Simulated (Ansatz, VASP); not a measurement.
Se in VASP and in Ansatz

```
Se
1.0
     4.36620    0.00000    0.00000
    -2.18310    3.78124    0.00000
     0.00000    0.00000    5.05267
Se
3
Direct
  0.22540 0.00000 0.33333
  0.00000 0.22540 0.66667
  0.77460 0.77460 0.00000
```

Change from the starting cell: zz strain of +2 %.

Alike in both runs: task single point; functional LDA; k mesh 6 × 6 × 5; occupations fermi-dirac, width 0.03 eV; no spin polarisation.

|  | VASP | Ansatz |
| --- | --- | --- |
| version | VASP 6.6.1 | Ansatz 0.2.0 |
| potentials or method | VASP PAW LDA potentials, release 64 (Se), cutoff 520 eV | all-electron LAPW, scalar-relativistic |

```csv
,VASP,Ansatz,Ansatz less VASP
gap on the k mesh at the Fermi level (eV),1.22,1.23,+0.009
pressure (GPa),-2.5,-2.7,-0.18
largest component of the traceless stress (GPa),0.01,0.09,+0.078
rms of the force components (eV/Å),0.025,0.001,-0.0245
```

Atom by atom the forces differ by 0.026 eV/Å (rms over components). Ansatz ran all-electron here, so the differences hold the error of VASP's frozen core and of both bases.

Caveats: an odd mesh through Γ misses points on the zone boundary, where band edges often lie.
